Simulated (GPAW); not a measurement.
The system is CdS (Hawleyite).

```
Cd S
1.0
     0.00000    2.91650    2.91650
     2.91650    0.00000    2.91650
     2.91650    2.91650    0.00000
Cd S
1 1
Direct
  0.00000 0.00000 0.00000
  0.75000 0.75000 0.75000
```

Base run:

```yaml
Program: GPAW 26.7.0
Functional: LDA
Potentials_or_basis: the program's PAW data sets (release 1.2.1) made for this functional
Cutoff: 450 eV
Basis: pw
k_mesh: 6 × 6 × 6
Occupations: fermi-dirac, width 0.05 eV
Spin: no spin polarisation
```

Its results: band gap on the k mesh 0.85 eV, direct; pressure -3.6 GPa.

After a change of settings the same cell gave: band gap on the k mesh 0.85 eV, direct; pressure -2.7 GPa. Which change was it?
A. functional from LDA to revPBE; cutoff from 450 eV to 600 eV; k mesh from 6 × 6 × 6 to 8 × 8 × 8
B. functional from LDA to PBE; potentials or basis from the program's PAW data sets (release 1.2.1) made for this functional to SG15 ONCV 1.2; cutoff from 450 eV to 1100 eV; valence electrons from 18 to 26
C. functional from LDA to RPBE; cutoff from 450 eV to 600 eV; k mesh from 6 × 6 × 6 to 8 × 8 × 8
D. cutoff from 450 eV to 600 eV; k mesh from 6 × 6 × 6 to 8 × 8 × 8

D.

Caveats: the cutoff is short for stress and forces, so pressures can be off by a GPa or more (some runs).

Not every run made on this cell is shown here.
